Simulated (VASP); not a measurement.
The system is HgSe.

```xyz
2
Lattice="0.0000 3.0390 3.0390 3.0390 0.0000 3.0390 3.0390 3.0390 0.0000" Properties=species:S:1:pos:R:3 pbc="T T T"
Hg    0.0000    0.0000    0.0000
Se    1.5195    1.5195    1.5195
```

- Program: VASP 6.6.1
- Task: relaxation of cell and atoms
- Functional: PBEsol
- Potentials or basis: VASP PAW PBE potentials, release 64 (Hg, Se)
- Cutoff: 600 eV
- k mesh: 10 × 10 × 10
- Occupations: gaussian, width 0.03 eV
- Spin: no spin polarisation

At the start: pressure 1.9 GPa; volume 28.07 Å³/atom.

How do energy, volume and symmetry change on relaxing?

Over 3 steps the energy falls by 5.3 meV/atom and the volume is 29.01 Å³/atom (+3.4 %); space group F-43m (No. 216, to 0.05 Å).

The path:
| step | energy change (eV) | largest force (eV/Å) | pressure (GPa) | volume (Å³) |
| --- | --- | --- | --- | --- |
| 1 | 0.0000 | 0.0000 | 1.85 | 56.13 |
| 2 | -0.0090 | 0.0000 | -0.67 | 58.81 |
| 3 | -0.0106 | 0.0000 | 0.00 | 58.03 |

Final structure:
```
CELL_PARAMETERS angstrom
0.00000 3.07281 3.07281
3.07281 0.00000 3.07281
3.07281 3.07281 0.00000
ATOMIC_POSITIONS crystal
Hg 0.00000 0.00000 0.00000
Se 0.25000 0.25000 0.25000
```

Caveat: the PAW data sets were made with another functional, which shifts forces and pressure a little.
